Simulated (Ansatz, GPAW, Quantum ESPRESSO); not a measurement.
TaN: programs and potentials compared

```
Ta N
1.0
     0.00000    2.21132    2.21132
     2.21132    0.00000    2.21132
     2.21132    2.21132    0.00000
Ta N
1 1
Direct
  0.50000 0.50000 0.50000
  0.00000 0.00000 0.00000
```

The cell comes from a database or a generator and needn't be the stable form of this composition.

Alike in all runs: task band structure; functional PBEsol; k mesh 10 × 10 × 10; occupations fermi-dirac, width 0.05 eV; no spin polarisation; no spin-orbit coupling. Pressure is positive in compression and, in plane waves, holds the error of the finite cutoff.

```json
{"program and potentials": "Quantum ESPRESSO, PseudoDojo 0.4.1 SR PBEsol standard", "plane-wave cutoff (eV)": "1143", "notes": "-", "pressure (GPa)": "-11.15"}
{"program and potentials": "GPAW, PAW data sets generated for this functional", "plane-wave cutoff (eV)": "800", "notes": "-", "pressure (GPa)": "-11.09"}
{"program and potentials": "Ansatz, all-electron LAPW, scalar-relativistic", "plane-wave cutoff (eV)": "-", "notes": "-", "pressure (GPa)": "-10.66"}
```

The pressure spans -11.15 (Quantum ESPRESSO, PseudoDojo 0.4.1 SR PBEsol standard) to -10.66 GPa (Ansatz, all-electron LAPW, scalar-relativistic), with all-electron results at -10.66. The cell lies far from this level's equilibrium.

Differences between rows come from potentials, basis sets and numerical settings, since the functional is the same but for its coding. Runs on potential files found faulty are left out.

All the runs put this rocksalt TaN cell under tension, from -11.15 to -10.66 GPa, so at the PBEsol level the lattice would contract. The spread between programs is small beside the pressure itself, which points to the chosen volume rather than the potentials as the main source of the stress. The lattice constant was probably taken from a functional that binds less tightly, such as PBE; PBEsol generally gives shorter bonds in dense solids.

The large stress need not mean a large error in bond length. Strong covalent overlap between N p and Ta d states, together with ionic attraction, makes the mononitride very stiff, and even a modest stretch costs much energy. The two plane-wave results lie closer to each other than to the all-electron value, but this can't be assigned to the treatment of the Ta core alone, as basis and numerical settings also differ. Agreement in pressure tests the volume derivative of the total energy and doesn't by itself establish equal agreement in the band energies.
